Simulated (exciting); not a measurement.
Zn: single point with RPBE

The system is Zn.

```
Zn
1.0
     0.00000    1.96478    1.96478
     1.96478    0.00000    1.96478
     1.96478    1.96478    0.00000
Zn
1
Direct
  0.00000 0.00000 0.00000
```

This isn't the form of Zn at room conditions, which is hcp.

```yaml
Program: exciting (release sodium)
Task: single point
Functional: RPBE
Potentials_or_basis: all-electron LAPW+lo, shipped species files, valence relativity iora*
rgkmax: 9
k_mesh: 12 × 12 × 12
Occupations: gaussian, width 0.05 eV
Spin: no spin polarisation
outputlevel: normal
gmaxvr_cutoff_of_density_and_potential: 14 1/bohr
lmaxapw_and_lmaxmat: 10
lmaxvr: 8
nempty: 8
Valence_relativity: iora*
epsengy: 1e-05 Ha
epspot: 1e-05 Ha
maxscl: 60
Muffin-tin_radii: Zn 2.0 bohr
```

```yaml
Band_gap_on_the_k_mesh: none (metal or under the smearing width)
All_electrons_inside_the_program's_atomic_spheres: Zn 28.10 (radii Zn 2.0 bohr)
```

Levels at points of the mesh, in eV from the Fermi level:
| k point | band 7 | band 8 | band 9 | band 10 | band 11 | band 12 |
| --- | --- | --- | --- | --- | --- | --- |
| (0.00, 0.00, 0.00) | -7.57 | -7.19 | -7.19 | 18.28 | 18.28 | 18.28 |
| (0.50, 0.00, 0.00) | -6.90 | -6.90 | -2.89 | -1.32 | 15.27 | 15.27 |
| (0.50, 0.50, 0.00) | -6.83 | -6.83 | -0.98 | 1.79 | 8.43 | 8.43 |

It took 45 s on 1 thread of Arm Neoverse N1, on a shared host, peak memory 0.09 GiB.

Caveat: the log's total energy holds no entropy term; the free energy is that total less TS from the occupations.
